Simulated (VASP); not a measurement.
# ZnO (zincite) (P6_3mc) in VASP: notebook

One crystal, ZnO (zincite), is run at these levels: r2SCAN; tasks: single point.

Everything below comes from runs of VASP 6.6.1. Logs are shortened: lines on timing, memory, paths and dates and some standing lists are left out, and cuts for length are marked.

**The experiment to reproduce.**

“Electronic structure of alkaline earth and post-transition metal oxides”, 2009, arxiv:0908.1581 quotes, for a bulk crystal of ZnO: band gap 3.37 eV.

How close the calculation comes is told below.

## Step 1: Starting point

Symmetry: P6_3mc, No. 186, hexagonal system. Conventional cell: a = 3.249 Å, b = 3.249 Å, c = 5.206 Å, α = 90.00°, β = 90.00°, γ = 120.00°. Around Zn (site symmetry 3m) lie 4 O at 1.97 to 1.98 Å. O (site symmetry 3m) has 4 Zn at 1.97 to 1.98 Å as nearest neighbours.

## Step 2: Single point, r2SCAN

Input file POSCAR:

```
ZnO
1.0
    3.2493080000      0.0000000000      0.0000000000
   -1.6246540000      2.8139832727      0.0000000000
    0.0000000000      0.0000000000      5.2057090000
Zn O
2 2
Direct
    0.3333333333      0.6666666667      0.5000000000
    0.6666666667      0.3333333333      0.0000000000
    0.6666666667      0.3333333333      0.3790100000
    0.3333333333      0.6666666667      0.8790100000
```

Input file INCAR.step1:

```
SYSTEM = ZnO
PREC = Accurate
ENCUT = 520
ISMEAR = 0
SIGMA = 0.1
LREAL = .FALSE.
LASPH = .TRUE.
NELM = 100
NBANDS = 26
GGA = PE
ALGO = Normal
EDIFF = 1E-4
LWAVE = .TRUE.
LCHARG = .FALSE.
```

Input file INCAR.step2:

```
SYSTEM = ZnO
PREC = Accurate
ENCUT = 520
EDIFF = 1E-7
ISMEAR = 0
SIGMA = 0.1
LREAL = .FALSE.
LASPH = .TRUE.
NELM = 100
ALGO = Normal
ISIF = 2
LWAVE = .FALSE.
LCHARG = .TRUE.
METAGGA = R2SCAN
LMIXTAU = .TRUE.
LELF = .TRUE.
LVHAR = .TRUE.
NBANDS = 26
ISTART = 1
```

Input file KPOINTS:

```
regular mesh
0
G
  6 6 4
  0 0 0
```

Potentials or basis: VASP PAW PBE potentials, release 64 (Zn, O).

The run is started by

```sh
$ cat potpaw_PBE.64/Zn/POTCAR potpaw_PBE.64/O/POTCAR > POTCAR
$ cp INCAR.step1 INCAR
$ mpirun -np 1 vasp_std > vasp.out
$ cp INCAR.step2 INCAR
$ mpirun -np 1 vasp_std > vasp.out
```

OUTCAR:

```text
SYSTEM = ZnO
   PREC = Accurate
   ENCUT = 520
   EDIFF = 1E-7
   ISMEAR = 0
   LREAL = .FALSE.
   LASPH = .TRUE.
   NELM = 100
   ISIF = 2
   METAGGA = R2SCAN
   ISTART = 1

 ion  position               nearest neighbor table
   1  0.333  0.667  0.500-   4 1.97   3 1.98   3 1.98   3 1.98
   2  0.667  0.333  0.000-   3 1.97   4 1.98   4 1.98   4 1.98
   3  0.667  0.333  0.379-   2 1.97   1 1.98   1 1.98   1 1.98
   4  0.333  0.667  0.879-   1 1.97   2 1.98   2 1.98   2 1.98

  LATTYP: Found a hexagonal cell.
 ALAT       =     3.2493080000
 C/A-ratio  =     1.6020977390

  Lattice vectors:

 A1 = (   3.2493080000,   0.0000000000,   0.0000000000)
 A2 = (  -1.6246540000,   2.8139832727,   0.0000000000)
 A3 = (   0.0000000000,   0.0000000000,   5.2057090000)

Analysis of symmetry for initial positions (statically):
=====================================================================
 Subroutine PRICEL returns:
 Original cell was already a primitive cell.

 Routine SETGRP: Setting up the symmetry group for a
 hexagonal supercell.

 Subroutine GETGRP returns: Found 12 space group operations
 (whereof  6 operations were pure point group operations)
 out of a pool of 24 trial point group operations.

The static configuration has the point symmetry C_3v.
 The point group associated with its full space group is C_6v.

Analysis of symmetry for dynamics (positions and initial velocities):
=====================================================================
 Subroutine PRICEL returns:
 Original cell was already a primitive cell.

 Routine SETGRP: Setting up the symmetry group for a
 hexagonal supercell.

 Subroutine GETGRP returns: Found 12 space group operations
 (whereof  6 operations were pure point group operations)
 out of a pool of 24 trial point group operations.

The dynamic configuration has the point symmetry C_3v.
 The point group associated with its full space group is C_6v.

 Subroutine INISYM returns: Found 12 space group operations
 (whereof  6 operations are pure point group operations),
 and found     1 'primitive' translations

----------------------------------------------------------------------------------------

                                     Primitive cell

  volume of cell :      47.5984

  direct lattice vectors                    reciprocal lattice vectors
     3.249308000  0.000000000  0.000000000     0.307757836  0.177684070  0.000000000
    -1.624654000  2.813983273  0.000000000     0.000000000  0.355368139  0.000000000
     0.000000000  0.000000000  5.205709000     0.000000000  0.000000000  0.192096792

  length of vectors
     3.249308000  3.249308000  5.205709000     0.355368139  0.355368139  0.192096792

  position of ions in fractional coordinates (direct lattice)
     0.333333333  0.666666667  0.500000000
     0.666666667  0.333333333  0.000000000
     0.666666667  0.333333333  0.379010000
     0.333333333  0.666666667  0.879010000

  ion indices of the primitive-cell ions
   primitive index   ion index
                 1           1
                 2           2
                 3           3
                 4           4

----------------------------------------------------------------------------------------

 KPOINTS: regular mesh

Automatic generation of k-mesh.
 Grid dimensions read from file:
 generate k-points for:    6    6    4

 Generating k-lattice:

  Cartesian coordinates                     Fractional coordinates (reciprocal lattice)
     0.051292973  0.029614012  0.000000000     0.166666667  0.000000000  0.000000000
     0.000000000  0.059228023  0.000000000     0.000000000  0.166666667  0.000000000
     0.000000000  0.000000000  0.048024198     0.000000000  0.000000000  0.250000000

  Length of vectors
     0.059228023  0.059228023  0.048024198

  Shift w.r.t. Gamma in fractional coordinates (k-lattice)
     0.000000000  0.000000000  0.000000000

 Subroutine IBZKPT returns following result:
 ===========================================

 Found     21 irreducible k-points:

 Following reciprocal coordinates:
            Coordinates               Weight
  0.000000  0.000000  0.000000      1.000000
  0.166667  0.000000  0.000000      6.000000
  0.333333 -0.000000  0.000000      6.000000
  0.500000  0.000000  0.000000      3.000000
  0.166667  0.166667  0.000000      6.000000
  0.333333  0.166667  0.000000     12.000000
[... 13 lines left out ...]
  0.333333  0.166667  0.500000     12.000000
  0.333333  0.333333  0.500000      2.000000
   k-points           NKPTS =     21   k-points in BZ     NKDIM =     21   number of bands    NBANDS=     26
   number of dos      NEDOS =    301   number of ions     NIONS =      4
   total plane-waves  NPLWV =  23040
   dimension x,y,z NGX =    24 NGY =   24 NGZ =   40
   dimension x,y,z NGXF=    48 NGYF=   48 NGZF=   80
   ions per type =               2   2
   NGX,Y,Z   is equivalent  to a cutoff of  12.28, 12.28, 12.77 a.u.
   NGXF,Y,Z  is equivalent  to a cutoff of  24.56, 24.56, 25.55 a.u.
 SYSTEM =  ZnO
   PREC   = accura    normal or accurate (medium, high low for compatibility)
   ISTART =      1    job   : 0-new  1-cont  2-samecut
   ICHARG =      0    charge: 1-file 2-atom 10-const
   ISPIN  =      1    spin polarized calculation?
   LNONCOLLINEAR =      F non collinear calculations
   LSORBIT =      F    spin-orbit coupling
   LASPH  =      T    aspherical Exc in radial PAW
   ENCUT  =  520.0 eV  38.22 Ry    6.18 a.u.   6.04  6.04  9.68*2*pi/ulx,y,z
   NELM   =    100;   NELMIN=  2; NELMDL=  0     # of ELM steps
   EDIFF  = 0.1E-06   stopping-criterion for ELM
   LREAL  =      F    real-space projection
   EDIFFG = 0.1E-05   stopping-criterion for IOM
   NSW    =      0    number of steps for IOM
   IBRION =     -1    ionic relax: 0-MD 1-quasi-New 2-CG
   NFREE  =      0    steps in history (QN), initial steepest desc. (CG)
   ISIF   =      2    stress and relaxation
   ISYM   =      2    0-nonsym 1-usesym 2-fastsym
   POTIM  = 0.5000    time-step for ionic-motion
   TEBEG  =    0.0;   TEEND  =   0.0 temperature during run
   PSTRESS=    0.0 pullay stress
   NELECT =      36.0000    total number of electrons
   NUPDOWN=      -1.0000    fix difference up-down
   EMIN   =  10.00;   EMAX   =-10.00  energy-range for DOS
   EFERMI =   0.00;   METHOD = LEGACY
   ISMEAR =     0;   SIGMA  =   0.10  broadening in eV -4-tet -1-fermi 0-gaus
   EFERMI_NEDOS =   21; number of points for ismear=-14 and -15
   IALGO  =     38    algorithm
   IMIX   =      4    mixing-type and parameters
     AMIX     =   0.40;   BMIX     =  1.00
     AMIX_MAG =   1.60;   BMIX_MAG =  1.00
  volume/ion in A,a.u.               =      11.90        80.30
  Fermi-wavevector in a.u.,A,eV,Ry     =   1.491574  2.818667 30.270160  2.224794
  Thomas-Fermi vector in A             =   2.604212
   LORBIT       =      0    0 simple, 1 ext, 2 COOP (PROOUT), +10 PAW based schemes
   METAGGA = R2SCAN    functional components
   LHFCALC =     F    Hartree Fock is set to
   AEXX    =    0.0000 exact exchange contribution
   IVDW    =     0    specifies the selected vdW correction
   LEPSILON=     F    determine dielectric tensor
   LRPA    =     F    only Hartree local field effects (RPA)
 non-spin polarized calculation
 Gauss-broadening in eV      SIGMA  =   0.10
  energy-cutoff  :      520.00
  volume of cell :       47.60
 maximum number of plane-waves:      1302
   NGX = 13   NGY = 13   NGZ = 19

 number of electron      36.0000017 magnetization

 Free energy of the ion-electron system (eV)
  ---------------------------------------------------
  ext. energy  EPLUGINS =         0.00000000
  ---------------------------------------------------
  free energy    TOTEN  =       -36.31566031 eV

  energy without entropy =      -36.31566031  energy(sigma->0) =      -36.31566031

 E-fermi :   1.3224     XC(G=0): -11.6615

 val. band max:        0.8430517676   @ k =   0.0000   0.0000   0.0000
 cond. band min:       2.0735136332   @ k =   0.0000   0.0000   0.0000
 fundamental gap:      1.2304618656
 Fermi energy:         1.3223860501

 k-point     1 :       0.0000    0.0000    0.0000
  band No.  band energies     occupation
      1     -18.2324      2.00000
      2     -17.5386      2.00000
      3      -4.9639      2.00000
      4      -4.9639      2.00000
      5      -4.9212      2.00000
      6      -4.8361      2.00000
[... 18 lines left out ...]
     25      15.8781      0.00000
     26      15.8783      0.00000

 k-point     2 :       0.1667    0.0000    0.0000
  band No.  band energies     occupation
      1     -18.0936      2.00000
      2     -17.4805      2.00000
      3      -5.1038      2.00000
      4      -4.8804      2.00000
      5      -4.8525      2.00000
      6      -4.7712      2.00000
[... 18 lines left out ...]
     25      15.7685      0.00000
     26      16.0652      0.00000

 k-point     3 :       0.3333   -0.0000    0.0000
  band No.  band energies     occupation
      1     -17.7819      2.00000
      2     -17.3845      2.00000
      3      -5.2421      2.00000
      4      -4.8889      2.00000
      5      -4.7420      2.00000
      6      -4.5425      2.00000
[... 18 lines left out ...]
     25      15.0403      0.00000
     26      15.7995      0.00000

 k-point     4 :       0.5000    0.0000    0.0000
  band No.  band energies     occupation
      1     -17.5846      2.00000
      2     -17.3708      2.00000
      3      -5.1720      2.00000
      4      -4.9394      2.00000
      5      -4.6939      2.00000
      6      -4.3127      2.00000
[... 18 lines left out ...]
     25      14.7805      0.00000
     26      15.9968      0.00000

 k-point     5 :       0.1667    0.1667    0.0000
  band No.  band energies     occupation
      1     -17.8668      2.00000
      2     -17.4039      2.00000
      3      -5.1353      2.00000
      4      -4.9434      2.00000
      5      -4.7383      2.00000
      6      -4.6669      2.00000
[... 18 lines left out ...]
     25      14.1902      0.00000
     26      16.8107      0.00000

 k-point     6 :       0.3333    0.1667    0.0000
  band No.  band energies     occupation
      1     -17.5917      2.00000
      2     -17.3669      2.00000
      3      -5.0709      2.00000
      4      -4.8136      2.00000
      5      -4.6710      2.00000
      6      -4.4630      2.00000
[... 340 lines left out ...]
 k-point    18 :       0.5000    0.0000    0.5000
  band No.  band energies     occupation
      1     -17.4695      2.00000
      2     -17.4695      2.00000
      3      -5.3402      2.00000
      4      -5.3402      2.00000
      5      -4.4543      2.00000
      6      -4.4543      2.00000
[... 18 lines left out ...]
     25      15.3645      0.00000
     26      15.3645      0.00000

 k-point    19 :       0.1667    0.1667    0.5000
  band No.  band energies     occupation
      1     -17.6334      2.00000
      2     -17.6334      2.00000
      3      -5.2681      2.00000
      4      -5.2681      2.00000
      5      -4.7259      2.00000
      6      -4.7259      2.00000
[... 18 lines left out ...]
     25      15.0971      0.00000
     26      15.0971      0.00000

 k-point    20 :       0.3333    0.1667    0.5000
  band No.  band energies     occupation
      1     -17.4713      2.00000
      2     -17.4713      2.00000
      3      -5.2020      2.00000
      4      -5.2020      2.00000
      5      -4.5925      2.00000
      6      -4.5925      2.00000
[... 18 lines left out ...]
     25      15.8448      0.00000
     26      15.8448      0.00000

 k-point    21 :       0.3333    0.3333    0.5000
  band No.  band energies     occupation
      1     -17.4180      2.00000
      2     -17.4180      2.00000
      3      -4.9570      2.00000
      4      -4.9570      2.00000
      5      -4.7324      2.00000
      6      -4.7324      2.00000
[... 18 lines left out ...]
     25      17.2284      0.00000
     26      17.2284      0.00000

------------------------ aborting loop because EDIFF is reached ----------------------------------------

  FORCE on cell =-STRESS in cart. coord.  units (eV):
  Direction    XX          YY          ZZ          XY          YZ          ZX
  --------------------------------------------------------------------------------------
  -------------------------------------------------------------------------------------
  Total       -0.2073509     -0.2073509      0.3060602      0.0000000      0.0000000     -0.0000000
  in kB       -6.9794998     -6.9794998     10.3020870      0.0000000      0.0000000     -0.0000000
  external PRESSURE =      -1.2189708 kB  Pullay stress =       0.0000000 kB

 VOLUME and BASIS-vectors are now :
 -----------------------------------------------------------------------------
  energy-cutoff  :      520.00
  volume of cell :       47.60
      direct lattice vectors                 reciprocal lattice vectors
     3.249308000  0.000000000  0.000000000     0.307757836  0.177684070  0.000000000
    -1.624654000  2.813983273  0.000000000     0.000000000  0.355368139  0.000000000
     0.000000000  0.000000000  5.205709000     0.000000000  0.000000000  0.192096792

 POSITION                                       TOTAL-FORCE (eV/Angst)
 -----------------------------------------------------------------------------------
     -0.00000      1.87599      2.60285         0.000000     -0.000000     -0.085847
      1.62465      0.93799      0.00000        -0.000000      0.000000     -0.085847
      1.62465      0.93799      1.97302         0.000000      0.000000      0.085847
     -0.00000      1.87599      4.57587         0.000000      0.000000      0.085847
 -----------------------------------------------------------------------------------
    total drift:                                0.000000      0.000000     -0.087072

  FREE ENERGIE OF THE ION-ELECTRON SYSTEM (eV)
  ---------------------------------------------------
  free  energy   TOTEN  =       -36.3156603146 eV

  energy  without entropy=      -36.3156603146  energy(sigma->0) =      -36.31566031
```

Wall time 2.5 min (1 thread of AMD EPYC 7R43 (Zen 3), shared host); peak memory 0.14 GiB.

Results:

```
Free energy            : -36.3157 eV
Pressure               : -0.1 GPa
Largest force          : 0.086 eV/Å
Band gap on the k mesh : 1.23 eV, direct
```

Forces in eV/Å, atoms in the order of the input:
```
Zn   0.000  0.000 -0.086
Zn   0.000  0.000 -0.086
O    0.000  0.000  0.086
O    0.000  0.000  0.086
```

Caveat: the PAW data sets were made with another functional, which shifts forces and pressure a little.

(Continued in part 2 of 2.)
